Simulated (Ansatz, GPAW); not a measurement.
# The basis that the transmission of a Bi chain with two Si atoms in line needs, part 2 of 3

Wanted: the zero-bias transmission of a Bi chain with two Si atoms in line on a ladder of levels, with run times.

GPAW 26.7.0 and Ansatz 0.2.0; Ansatz plane waves; Landauer transmission by layers, zero bias (the session's first sound run).

So far, transmission at the Fermi level (one spin): step 2 (plane waves, PBE) 2.73.

### 3. Double-zeta polarised basis

Localised orbitals split the wire into layers that couple to their neighbours alone, which is what the Green's function method needs; double zeta with polarisation is the usual level for numbers.

This step: GPAW LCAO, PAW setups; Landauer transmission from Green's functions with principal layers (ASE), zero bias (GPAW 26.7.0).

Input file run.py:

```python
import json
import numpy as np
from ase import Atoms
from ase.transport.calculators import TransportCalculator
from gpaw import GPAW, FermiDirac
from gpaw.lcao.tools import get_lcao_hamiltonian
from scipy.linalg import eigh

# The junction with lead layers at both ends, along the third cell vector
device = Atoms(
    ['Bi', 'Bi', 'Bi', 'Bi', 'Si', 'Si', 'Bi', 'Bi', 'Bi', 'Bi'],
    positions=[
        [4.50000, 4.50000, 1.45000],
        [4.50000, 4.50000, 4.35000],
        [4.50000, 4.50000, 7.25000],
        [4.50000, 4.50000, 10.15000],
        [4.50000, 4.50000, 12.68920],
        [4.50000, 4.50000, 14.88920],
        [4.50000, 4.50000, 17.42840],
        [4.50000, 4.50000, 20.32840],
        [4.50000, 4.50000, 23.22840],
        [4.50000, 4.50000, 26.12840]],
    cell=[[9.0, 0.0, 0.0], [0.0, 9.0, 0.0], [0.0, 0.0, 27.5784]],
    pbc=True)

# One principal layer of the lead: the first 2 atoms of the device
lead = Atoms(
    ['Bi', 'Bi'],
    positions=[
        [4.50000, 4.50000, 1.45000],
        [4.50000, 4.50000, 4.35000]],
    cell=[[9.0, 0.0, 0.0], [0.0, 9.0, 0.0], [0.0, 0.0, 5.8]],
    pbc=True)

settings = dict(mode='lcao', basis='dzp', xc='PBE', h=0.2,
                occupations=FermiDirac(0.1), maxiter=250,
                mixer=dict(beta=0.1, nmaxold=8, weight=100.0),
                convergence=dict(density=0.0001))
energies = np.arange(-3, 3 + 1e-9, 0.075)
eta = 0.0001
n1, n2 = 1, 1
# k and -k transmit alike, so half of the mesh across the current serves
mesh = [(i, j) for i in range(n1) for j in range(n2) if (i, j) <= (-i % n1, -j % n2)]
weights = np.array([1 if (i, j) == (-i % n1, -j % n2) else 2 for i, j in mesh]) / (n1 * n2)

# [... helper functions left out ...]
fermi_lead = ground_state(lead, (1, 1, 19), 'lead.txt')
fermi_device = ground_state(device, (1, 1, 3), 'device.txt')
# [... loop over the mesh left out, but for ...]
        # Shift the lead onto the potential of the device's first layer
        shift = ((H[:, 0, 0] - H0[:, 0, 0]) / S0[0, 0]).real.mean()
# [...]
kT = 8.617333e-5 * 500
bias = [0.1, 0.2, 0.5, 1.0, 1.5, 2.0]
# [... integrals and printing left out ...]
```

On the command line:

```sh
OMP_NUM_THREADS=1 OPENBLAS_NUM_THREADS=2 python run.py
```

Output:

```text
basis functions: device 210, principal layer 46
Fermi level: lead -2.8498 eV, device -3.0214 eV; lead shifted by 0.0227 eV
largest coupling past the next layer 5.83e-06 eV, largest misfit of the first layer 0.047 eV
  E-E_F (eV)   T (one spin)  [channel counts left out]
    -3.000    7.9966e-01
    -2.925    7.8223e-01
    -2.850    7.6684e-01
    -2.775    7.5331e-01
    -2.700    7.4147e-01
    -2.625    7.3115e-01
    -2.550    7.2223e-01
    -2.475    7.1456e-01
    -2.400    7.0803e-01
    -2.325    7.0254e-01
    -2.250    6.9798e-01
    -2.175    6.9428e-01
    -2.100    6.9135e-01
    -2.025    6.8911e-01
    -1.950    6.8751e-01
    -1.875    6.8649e-01
[...]
2.475    9.4976e-01
     2.550    9.5372e-01
     2.625    9.5747e-01
     2.700    9.6099e-01
     2.775    9.6431e-01
     2.850    9.6741e-01
     2.925    9.7032e-01
     3.000    9.7303e-01
conductance at 500 K: 2.7242 G0 a cell; thermopower -0.4859 uV/K
current from the zero-bias T(E) at 0.1 V: 21.108 uA
current from the zero-bias T(E) at 0.2 V: 42.219 uA
current from the zero-bias T(E) at 0.5 V: 105.6 uA
current from the zero-bias T(E) at 1.0 V: 211.4 uA
current from the zero-bias T(E) at 1.5 V: 316.79 uA
current from the zero-bias T(E) at 2.0 V: 420.42 uA
```

The job ended after 32 s (2 threads of Intel Xeon 6975P-C (Granite Rapids), shared host; peak memory 0.89 GiB).

This step gave:

| Item | Value |
| --- | --- |
| conductance | 2.724 G₀ |
| largest coupling past the next principal layer | 5.83e-6 eV |
| largest misfit of the first principal layer | 0.04713 eV |
| shift that aligns the lead | 0.02271 eV |
| basis functions of the junction | 210 |
| basis functions of a principal layer | 46 |
| transmission at the Fermi level (one spin) | 2.723 |

One spin. The transmission, zone mean by energy, zero at the Fermi level:

energy (eV), transmission, zone mean and a bar from the least value:
```
    -3.00       0.80 ##
    -2.85       0.77 #
    -2.70       0.74 #
    -2.55       0.72 #
    -2.33       0.70 
    -2.17       0.69 
    -2.02       0.69 
    -1.88       0.69 
    -1.73       0.69 
    -1.57       0.69 
    -1.35       2.29 #######################
    -1.20       2.55 ##########################
    -1.05       2.59 ###########################
    -0.90       2.60 ###########################
    -0.75       2.63 ############################
    -0.60       2.66 ############################
    -0.38       2.69 ############################
    -0.23       2.70 #############################
    -0.07       2.72 #############################
     0.00       2.72 #############################
     0.07       2.73 #############################
     0.23       2.75 #############################
     0.38       2.78 ##############################
     0.60       2.80 ##############################
     0.75       2.79 ##############################
     0.90       2.74 #############################
     1.05       2.66 ############################
     1.20       2.53 ##########################
     1.35       2.31 #######################
     1.57       1.77 ###############
     1.73       1.23 ########
     1.88       0.91 ###
     2.02       0.92 ###
     2.17       0.93 ###
     2.33       0.94 ####
     2.55       0.95 ####
     2.70       0.96 ####
     2.85       0.97 ####
     3.00       0.97 ####
```

Not self-consistent under bias; the bias window is split evenly. Current through one cell, from the zero-bias transmission against bias:

```csv
bias (V),"current through one cell, from the zero-bias transmission (μA)"
0.100,21.1
0.200,42.2
0.500,106
1.000,211
1.500,317
2.000,420
```

The transmission of the three most open eigenchannels by energy, zero at the Fermi level:

```csv
energy (eV),channel 1,channel 2,channel 3
-3.00,0.800,0,0
-2.77,0.753,0,0
-2.55,0.722,0,0
-2.40,0.708,0,0
-2.17,0.694,0,0
-1.95,0.688,0,0
-1.73,0.686,0,0
-1.57,0.687,1.2e-12,1.2e-12
-1.35,0.798,0.798,0.691
-1.12,0.938,0.938,0.698
-0.90,0.948,0.948,0.707
-0.75,0.957,0.957,0.713
-0.53,0.973,0.973,0.724
-0.30,0.980,0.980,0.737
-0.07,0.982,0.982,0.751
0.00,0.984,0.984,0.756
0.07,0.985,0.985,0.761
0.30,0.993,0.993,0.778
0.53,0.999,0.999,0.796
0.75,0.985,0.985,0.814
0.90,0.958,0.958,0.827
1.12,0.878,0.878,0.847
1.35,0.867,0.723,0.723
1.57,0.887,0.443,0.443
1.73,0.899,0.168,0.168
1.95,0.916,1.5e-10,1.5e-10
2.17,0.932,3.4e-12,3.4e-12
2.40,0.946,0,0
2.55,0.954,0,0
2.77,0.964,0,0
3.00,0.973,3.5e-11,3.5e-11
```

At the Fermi level T is 2.72 against 2.73 in plane waves. Couplings past the next layer reach 5.8e-6 eV, small enough to drop; the matrix elements of the cell's first layer differ from the bulk lead's by up to 0.047 eV. That layer keeps its own values in the calculation, and only beyond it is the lead taken as perfect. The Fermi levels of lead and junction count from different zeros of potential, one for each periodic cell; with both set to zero, the small remaining shift is what aligns them. Without spin-orbit coupling, which is large for these atoms, channel counts and T are those of the scalar-relativistic bands. By hand: G = 2.724 × 77.48 μS = 211 μS, a resistance of 4.74 kΩ; at 0.1 V a linear junction would pass 21.1 μA, and the integral over the bias window gives 21.1 μA.

### 4. Single-zeta polarised basis

One radial function a shell plus polarisation makes the matrices smaller; the question is what that costs.

run.py, as its differences from that of step 3:

```diff
@@ -34,3 +34,3 @@
 
-settings = dict(mode='lcao', basis='dzp', xc='PBE', h=0.2,
+settings = dict(mode='lcao', basis='szp(dzp)', xc='PBE', h=0.2,
                 occupations=FermiDirac(0.1), maxiter=250,
```

Output:

```text
basis functions: device 130, principal layer 28
Fermi level: lead -2.9434 eV, device -3.2110 eV; lead shifted by 0.0367 eV
largest coupling past the next layer 5.79e-06 eV, largest misfit of the first layer 0.045 eV
  E-E_F (eV)   T (one spin)  channels
    -3.000    8.3780e-01    1.0000
    -2.925    8.1987e-01    1.0000
    -2.850    8.0393e-01    1.0000
    -2.775    7.8984e-01    1.0000
    -2.700    7.7743e-01    1.0000
    -2.625    7.6657e-01    1.0000
    -2.550    7.5712e-01    1.0000
    -2.475    7.4894e-01    1.0000
    -2.400    7.4194e-01    1.0000
    -2.325    7.3599e-01    1.0000
    -2.250    7.3099e-01    1.0000
    -2.175    7.2687e-01    1.0000
    -2.100    7.2352e-01    1.0000
    -2.025    7.2088e-01    1.0000
    -1.950    7.1887e-01    1.0000
    -1.875    7.1744e-01    1.0000
[...]
2.475    9.5288e-01    1.0000
     2.550    9.5660e-01    1.0000
     2.625    9.6013e-01    1.0000
     2.700    9.6348e-01    1.0000
     2.775    9.6664e-01    1.0000
     2.850    9.6962e-01    1.0000
     2.925    9.7242e-01    1.0000
     3.000    9.7506e-01    1.0000
conductance at 500 K: 2.7489 G0 a cell; thermopower -0.4239 uV/K
current from the zero-bias T(E) at 0.1 V: 21.299 uA
current from the zero-bias T(E) at 0.2 V: 42.601 uA
current from the zero-bias T(E) at 0.5 V: 106.55 uA
current from the zero-bias T(E) at 1.0 V: 213.2 uA
current from the zero-bias T(E) at 1.5 V: 319.24 uA
current from the zero-bias T(E) at 2.0 V: 423.46 uA
```

The job ended after 30 s (2 threads; peak memory 0.88 GiB).

Numbers from this step:

```
conductance                                    : 2.749 G₀
largest coupling past the next principal layer : 5.79e-6 eV
largest misfit of the first principal layer    : 0.04463 eV
shift that aligns the lead                     : 0.03670 eV
basis functions of the junction                : 130
basis functions of a principal layer           : 28
transmission at the Fermi level (one spin)     : 2.748
```

One spin. Table of transmission, zone mean by energy, zero at the Fermi level:

energy (eV), transmission, zone mean and a bar from the least value:
```
    -3.00       0.84 ##
    -2.77       0.79 #
    -2.55       0.76 #
    -2.40       0.74 
    -2.17       0.73 
    -1.95       0.72 
    -1.73       0.72 
    -1.57       0.72 
    -1.35       1.95 ##################
    -1.12       2.60 ###########################
    -0.90       2.64 ############################
    -0.75       2.65 ############################
    -0.53       2.70 ############################
    -0.30       2.72 #############################
    -0.07       2.74 #############################
     0.00       2.75 #############################
     0.07       2.76 #############################
     0.30       2.78 ##############################
     0.53       2.81 ##############################
     0.75       2.79 ##############################
     0.90       2.74 #############################
     1.12       2.60 ###########################
     1.35       2.32 #######################
     1.57       1.79 ###############
     1.73       1.28 ########
     1.95       0.92 ###
     2.17       0.94 ###
     2.40       0.95 ###
     2.55       0.96 ###
     2.77       0.97 ####
     3.00       0.98 ####
```

Crossings of the lead's bands, unfolded to its shortest repeat. The open channels, zone mean by energy, zero at the Fermi level:

```csv
energy (eV),"open channels, zone mean"
-3.00,1
-2.85,1
-2.70,1
-2.55,1
-2.33,1
-2.17,1
-2.02,1
-1.88,1
-1.73,1
-1.57,1
-1.35,3
-1.20,3
-1.05,3
-0.90,3
-0.75,3
-0.60,3
-0.38,3
-0.23,3
-0.07,3
0.00,3
0.07,3
0.23,3
0.38,3
0.60,3
0.75,3
0.90,3
1.05,3
1.20,3
1.35,3
1.57,3
1.73,3
1.88,1
2.02,1
2.17,1
2.33,1
2.55,1
2.70,1
2.85,1
3.00,1
```

Not self-consistent under bias; the bias window is split evenly. Current through one cell, from the zero-bias transmission against bias:

```csv
bias (V),"current through one cell, from the zero-bias transmission (μA)"
0.100,21.3
0.200,42.6
0.500,107
1.000,213
1.500,319
2.000,423
```

Table of transmission of the three most open eigenchannels by energy, zero at the Fermi level:

```csv
energy (eV),channel 1,channel 2,channel 3
-3.00,0.838,0,0
-2.85,0.804,0,0
-2.70,0.777,0,0
-2.55,0.757,0,0
-2.33,0.736,0,0
-2.17,0.727,0,0
-2.02,0.721,0,0
-1.88,0.717,0,0
-1.73,0.716,0,0
-1.57,0.716,0,0
-1.35,0.719,0.615,0.615
-1.20,0.906,0.906,0.722
-1.05,0.949,0.949,0.726
-0.90,0.952,0.952,0.731
-0.75,0.959,0.959,0.736
-0.60,0.970,0.970,0.742
-0.38,0.982,0.982,0.753
-0.23,0.985,0.985,0.760
-0.07,0.987,0.987,0.769
0.00,0.988,0.988,0.773
0.07,0.989,0.989,0.778
0.23,0.993,0.993,0.787
0.38,0.998,0.998,0.798
0.60,0.995,0.995,0.815
0.75,0.980,0.980,0.826
0.90,0.951,0.951,0.839
1.05,0.904,0.904,0.851
1.20,0.863,0.832,0.832
1.35,0.876,0.723,0.723
1.57,0.894,0.450,0.450
1.73,0.905,0.185,0.185
1.88,0.916,2.7e-9,2.7e-9
2.02,0.926,3.6e-11,3.6e-11
2.17,0.936,3.5e-12,3.5e-12
2.33,0.945,0,0
2.55,0.957,0,0
2.70,0.963,0,0
2.85,0.970,0,0
3.00,0.975,5.4e-11,5.4e-11
```

The conductance, 2.75 G₀, lies 0.9 % above that of the dzp run.

### 5. Minimal basis

The minimal basis is the cheapest rung: no second zeta and no polarisation.

run.py, as its differences from that of step 4:

```diff
@@ -34,3 +34,3 @@
 
-settings = dict(mode='lcao', basis='szp(dzp)', xc='PBE', h=0.2,
+settings = dict(mode='lcao', basis='sz(dzp)', xc='PBE', h=0.2,
                 occupations=FermiDirac(0.1), maxiter=250,
```

Output:

```text
basis functions: device 80, principal layer 18
Fermi level: lead -2.7774 eV, device -3.0791 eV; lead shifted by 0.0370 eV
largest coupling past the next layer 5.43e-06 eV, largest misfit of the first layer 0.028 eV
  E-E_F (eV)   T (one spin)  channels
    -3.000    7.2880e-01    1.0000
    -2.925    7.1868e-01    1.0000
    -2.850    7.0991e-01    1.0000
[...]
2.925    9.5404e-01    1.0000
     3.000    9.5762e-01    1.0000
conductance at 500 K: 2.7304 G0 a cell; thermopower -0.2778 uV/K
current from the zero-bias T(E) at 0.1 V: 21.155 uA
current from the zero-bias T(E) at 0.2 V: 42.314 uA
current from the zero-bias T(E) at 0.5 V: 105.83 uA
current from the zero-bias T(E) at 1.0 V: 211.9 uA
current from the zero-bias T(E) at 1.5 V: 318.04 uA
current from the zero-bias T(E) at 2.0 V: 423.78 uA
```

The job ended after 19 s (2 threads; peak memory 0.83 GiB).

Numbers from this step:

```yaml
conductance: 2.730 G₀
largest_coupling_past_the_next_principal_layer: 5.43e-6 eV
largest_misfit_of_the_first_principal_layer: 0.02756 eV
shift_that_aligns_the_lead: 0.03702 eV
basis_functions_of_the_junction: 80
basis_functions_of_a_principal_layer: 18
transmission_at_the_fermi_level_one_spin: 2.730
```

One spin. Table of transmission, zone mean by energy, zero at the Fermi level:

```csv
energy (eV),"transmission, zone mean"
-3.00,0.729
-2.85,0.710
-2.70,0.696
-2.55,0.686
-2.33,0.677
-2.17,0.674
-2.02,0.673
-1.88,0.673
-1.73,0.675
-1.57,0.678
-1.35,2.68
-1.20,2.68
-1.05,2.69
-0.90,2.69
-0.75,2.69
-0.60,2.70
-0.38,2.71
-0.23,2.72
-0.07,2.73
0.00,2.73
0.07,2.73
0.23,2.75
0.38,2.76
0.60,2.78
0.68,2.79
0.75,2.78
0.90,2.77
1.05,2.74
1.20,2.67
1.35,2.54
1.57,2.06
1.73,1.36
1.88,0.888
2.02,0.899
2.17,0.910
2.33,0.920
2.55,0.934
2.70,0.942
2.85,0.950
3.00,0.958
```

The conductance, 2.73 G₀, lies 0.2 % above that of the dzp run.

### 6. LDA in the dzp basis: xc = "LDA"

Back in the dzp basis, the functional changes from PBE to LDA, to set the spread between functionals beside that between bases.

run.py, as its differences from that of step 5:

```diff
@@ -34,3 +34,3 @@
 
-settings = dict(mode='lcao', basis='sz(dzp)', xc='PBE', h=0.2,
+settings = dict(mode='lcao', basis='dzp', xc='LDA', h=0.2,
                 occupations=FermiDirac(0.1), maxiter=250,
```

Output:

```text
basis functions: device 210, principal layer 46
Fermi level: lead -3.1147 eV, device -3.2689 eV; lead shifted by 0.0323 eV
largest coupling past the next layer 5.86e-06 eV, largest misfit of the first layer 0.050 eV
  E-E_F (eV)   T (one spin)  channels
    -3.000    8.0072e-01    1.0000
    -2.925    7.8345e-01    1.0000
    -2.850    7.6829e-01    1.0000
[...]
2.925    9.7334e-01    1.0000
     3.000    9.7572e-01    1.0000
conductance at 500 K: 2.7353 G0 a cell; thermopower -0.5042 uV/K
current from the zero-bias T(E) at 0.1 V: 21.194 uA
current from the zero-bias T(E) at 0.2 V: 42.392 uA
current from the zero-bias T(E) at 0.5 V: 106.03 uA
current from the zero-bias T(E) at 1.0 V: 212.2 uA
current from the zero-bias T(E) at 1.5 V: 317.71 uA
current from the zero-bias T(E) at 2.0 V: 421.29 uA
```

Elapsed: 22 s, on 2 threads; peak memory 0.89 GiB.

This step gave:

```
conductance                                    : 2.735 G₀
largest coupling past the next principal layer : 5.86e-6 eV
largest misfit of the first principal layer    : 0.04969 eV
shift that aligns the lead                     : 0.03225 eV
basis functions of the junction                : 210
basis functions of a principal layer           : 46
transmission at the Fermi level (one spin)     : 2.735
```

The conductance, 2.74 G₀, lies 0.4 % above that of the dzp run.

### 7. All levels side by side

Times are for 2 threads of Intel Xeon 6975P-C (Granite Rapids), shared host. The series side by side:

```csv
no.,run,conductance (G₀),time,memory (GiB)
1,dzp,2.724,32 s,0.89
2,szp,2.749,30 s,0.88
3,sz,2.730,19 s,0.83
4,dzp LDA,2.735,22 s,0.89
```

### 8. Comparison

The curves are compared point by point over the common energies.

This step: comparison of transmission and cost over codes and levels (GPAW 26.7.0).

Ladder, by row:

```csv
step,code,T at the Fermi level (sum over the listed spins),conductance (G0),r.m.s. T(E) from the first,wall time (s),peak memory (GiB),threads
pw-pbe,Ansatz,2.729,-,0,1230,2.847,2
dzp,GPAW,2.723,2.724,0.1129,31.71,0.89,2
szp,GPAW,2.748,2.749,0.1246,29.95,0.88,2
sz,GPAW,2.73,2.73,0.1534,18.77,0.83,2
dzp-LDA,GPAW,2.735,2.735,0.1123,22.37,0.89,2
```

The transmission, zone mean, sum over the listed spins by energy, zero at the Fermi level:

```csv
energy (eV),pw-pbe,dzp,szp,sz,dzp-LDA
-3.00,0.819,0.800,0.838,0.729,0.801
-2.77,0.770,0.753,0.790,0.702,0.755
-2.55,0.735,0.722,0.757,0.686,0.725
-2.25,0.707,0.698,0.731,0.675,0.703
-2.02,0.695,0.689,0.721,0.673,0.696
-1.80,0.690,0.686,0.717,0.674,0.695
-1.57,0.689,0.687,0.716,0.678,0.698
-1.35,2.41,2.29,1.95,2.68,2.25
-1.05,2.55,2.59,2.62,2.69,2.58
-0.82,2.60,2.61,2.64,2.69,2.60
-0.60,2.65,2.66,2.68,2.70,2.65
-0.38,2.69,2.69,2.72,2.71,2.70
-0.15,2.71,2.71,2.74,2.72,2.72
0.00,2.73,2.72,2.75,2.73,2.73
0.15,2.75,2.74,2.76,2.74,2.75
0.38,2.78,2.78,2.79,2.76,2.79
0.60,2.80,2.80,2.80,2.78,2.81
0.82,2.76,2.77,2.77,2.78,2.78
1.05,2.62,2.66,2.66,2.74,2.67
1.35,2.24,2.31,2.32,2.54,2.31
1.57,1.72,1.77,1.79,2.06,1.74
1.80,0.904,0.921,0.987,0.888,0.923
2.02,0.920,0.921,0.926,0.899,0.930
2.25,0.935,0.937,0.941,0.915,0.943
2.55,0.951,0.954,0.957,0.934,0.959
2.77,0.960,0.964,0.967,0.946,0.968
3.00,0.966,0.973,0.975,0.958,0.976
```

[end of part 2 of 3]

[Logs are printed without paths, hosts, clocks, repeated set-up lines and the standing remarks that a program may print on its own settings, such as how far it seeks lower states.]

[Hosts, paths, dates, database ids (printed as entryN), source tags and the programs' standing remarks are cut or masked in the printed files.]
